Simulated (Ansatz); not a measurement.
# TiPbO3 single point

Input file of Ansatz 0.2.0:

```yaml
crystal:
  lattice:
    - [3.98156306, 3.98156306, 0.0]
    - [3.98156306, -3.98156306, 0.0]
    - [0.0, 0.0, 4.06114591]
  atoms:
    - { symbol: Pb, position: [0.0, 0.0, 0.0] }
    - { symbol: Pb, position: [0.5, 0.5, 0.0] }
    - { symbol: Ti, position: [0.0, 0.5, 0.523] }
    - { symbol: Ti, position: [0.5, 0.0, 0.523] }
    - { symbol: O, position: [0.0, 0.5, 0.066] }
    - { symbol: O, position: [0.5, 0.0, 0.066] }
    - { symbol: O, position: [0.25, 0.25, 0.567] }
    - { symbol: O, position: [0.75, 0.75, 0.567] }
    - { symbol: O, position: [0.25, 0.75, 0.567] }
    - { symbol: O, position: [0.75, 0.25, 0.567] }
  symmetry: { tolerance: 0.0003 }
kpoints:
  mp_grid: { grid: [6, 6, 6], shift: [0, 0, 0] }
  band_path:
    path:
      - [0.0, 0.0, 0.0]
      - [0.5, -0.5, 0.0]
      - [1.0, 0.0, 0.0]
      - [0.0, 0.0, 0.0]
      - [0.0, 0.0, 0.5]
      - [0.5, -0.5, 0.5]
      - [1.0, 0.0, 0.5]
      - [0.0, 0.0, 0.5]
      - [0.5, -0.5, 0.0]
      - [0.5, -0.5, 0.5]
      - [1.0, 0.0, 0.0]
    npoints: 7
magnetization:
  spin_polarized: false
scf:
  occupations: { method: fermi_dirac }
  lower_state_search: "off"
  max_iter: 200
hamiltonian:
  pseudopotentials: { kind: paw }
  xc: pbe
basis:
  ecutwfc: 420
  fft_grid_basis: typed
output:
  forces: true
  stress: true
  eigenvalues: true
  bader: true
  populations: true
  elf: true
  write_potential: true
  volumetric_format: npy
  dos:
    e_range: [-12, 8]
    de: 0.05
    projected: { site_lists: { O: [O], Pb: [Pb], Ti: [Ti] } }
checkpoint:
  read: saved_state
```

Launched with:

```sh
ansatz run input.yaml --threads 1 --pin off --max-ram 2560MiB --backend cpu --events-out ev --progress --plain --runs-dir out
```

The run starts from an earlier solution of this cell. 

Parts of the output:

```
Pseudopotentials: kind: paw
Pseudopotential: Pb, paw, valence charge 14, recommended cutoff 420 eV (normal), Pb.paw.azcp
Pseudopotential: Ti, paw, valence charge 12, recommended cutoff 420 eV (normal), Ti.paw.azcp
Pseudopotential: O, paw, valence charge 6, recommended cutoff 420 eV (normal), O.paw.azcp
Functional definition: PBE
  exchange = pbe_x(kappa = kappa, mu = beta*pi^2/3)
  correlation = pbe_c(beta = beta)
Crystal: 10 atoms, lattice volume = 128.761 Å³
Basis set: ecut = 420 eV, 2505 PW (Γ), exchange–correlation on 80×80×60 points (8 copies of the dense FFT grid, shifted against one another)
Bands: 54, of which v1, the nominal top of the filled ones, is band 44 counted from 1 (43 counted from 0)
Symmetry: 16 space group operations
Space group: P4mm (ITA 99), of the structure as read, at distance tolerance 1.5e-3 Å
k-points: 40 of 216 (time reversal used)
Initial density: read from a saved state, or passed on in memory by an earlier SCF of this step, an earlier step, the calling program or the single point that the run made first
Functional: x = pbe(κ = 0.804, μ = 0.2195), c = pbe(β = 0.0667)
SCF iter   1: F=—  Δρ=7.80e-4  dr2=6.71e-4
SCF iter   2: F=—  Δρ=3.33e-4  dr2=1.09e-4
SCF iter   3: F=—  Δρ=8.80e-5  dr2=9.57e-6
SCF iter   4: F=—  Δρ=2.18e-5  dr2=5.87e-7
SCF iter   5: F=-32224.7926 eV  Δρ=5.18e-6  dr2=5.25e-8
SCF iter   6: F=-32224.7926 eV  Δρ=1.40e-6  dr2=3.21e-9
Free energy (F): -32224.7926 eV
Harris-Foulkes:  -32224.7926 eV  (|F-HF|=2.87e-10)
Internal energy: -32224.7925 eV  (E = F + TS)
E sigma→0 (E₀):  -32224.7925 eV
Entropy (-TS):    0.0000 eV (-0.003 meV/atom)
Fermi energy:    10.8142 eV
--- Per-component energies (eV) ---
  E_band       = -374.1961
  E_kinetic    = 2162.1038
  E_local      = -5331.4633  (includes V_loc(G=0)·N_el)
  E_nonlocal   = 993.1398
  E_hartree    = 2041.1140
  E_xc         = -1083.4466
  E_vxc        = -1078.6402  (∫ρ·V_xc dr)
  E_paw        = -23840.0397  (= ΣΔE_a)
  E_vpaw       = -1201.5804  (= ΣTr[D̂ρ^β])
  E_aug_tail   = 0.0149  (compensation charges beyond the density's cutoff)
  E_ewald      = -7166.2155
  E_smearing   =  0.0000  (= −TS)
--- Forces (eV/Å), atoms counted from 1 ---
  atom   1  Pb     0.0000     0.0000    -0.1884
  atom   2  Pb     0.0000     0.0000    -0.1884
  atom   3  Ti     0.0000     0.0000    -0.4776
  atom   4  Ti     0.0000     0.0000    -0.4776
  atom   5  O      0.0000     0.0000     0.3191
  atom   6  O      0.0000     0.0000     0.3191
  atom   7  O      0.0000     0.0000     0.1734
  atom   8  O      0.0000     0.0000     0.1734
  atom   9  O      0.0000     0.0000     0.1734
  atom  10  O      0.0000     0.0000     0.1734
--- Stress (GPa, compression-positive) ---
       -2.9339       0.0000       0.0000
        0.0000      -2.9339       0.0000
        0.0000       0.0000      -2.5183
  P = ⅓ Tr σ = -2.7954 GPa (-27.954 kbar)
--- Bader charges: 10 sites ---
  site symbol  charge [e]  shift [e]
     0     Pb      1.3868     0.0000
     1     Pb      1.3868     0.0000
     2     Ti      2.2310     0.0034
     3     Ti      2.2310     0.0034
     4      O     -1.1872     0.0017
     5      O     -1.1872     0.0017
     6      O     -1.2153     0.0009
     7      O     -1.2153     0.0009
     8      O     -1.2153     0.0009
     9      O     -1.2153     0.0009
```

Origin: a database entry at a rescaled volume.

Problem. How long did it run, and on what?

Solution. It took 2.4 min on 1 thread of Arm Neoverse V1, on a shared host, peak memory 0.6 GiB, starting from a saved density.
